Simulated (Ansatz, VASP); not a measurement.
**One calculation of Be, two programs**

```
Be
1.0
     0.00000    1.59482    1.59482
     1.59482    0.00000    1.59482
     1.59482    1.59482    0.00000
Be
1
Direct
  0.00000 0.00000 0.00000
```

The cell was built by a generator and needn't be a form met in nature.

Alike in both runs: task relaxation of cell and atoms; functional BLYP; k mesh 17 × 17 × 17; occupations fermi-dirac, width 0.1 eV; no spin polarisation.

```csv
,VASP,Ansatz
version,VASP 6.6.1,Ansatz 0.2.0
potentials or method,"VASP PAW PBE potentials, release 64 (Be)","plane waves (420 eV) with PAW, scalar-relativistic"
plane-wave cutoff (eV),600,420
valence electrons in the cell,2,2
```

|  | VASP | Ansatz | Ansatz less VASP |
| --- | --- | --- | --- |
| relaxed volume (Å³/atom) | 7.90 | 7.89 | -0.007 |
| relaxed cell length with the largest relative difference (Å) | 2.235 | 2.235 | -0.0007 |
| energy change over the relaxation (meV/atom) | -2 | -2 | -0.1 |

Caveats: the PAW data sets were made with another functional, which shifts forces and pressure a little (VASP).
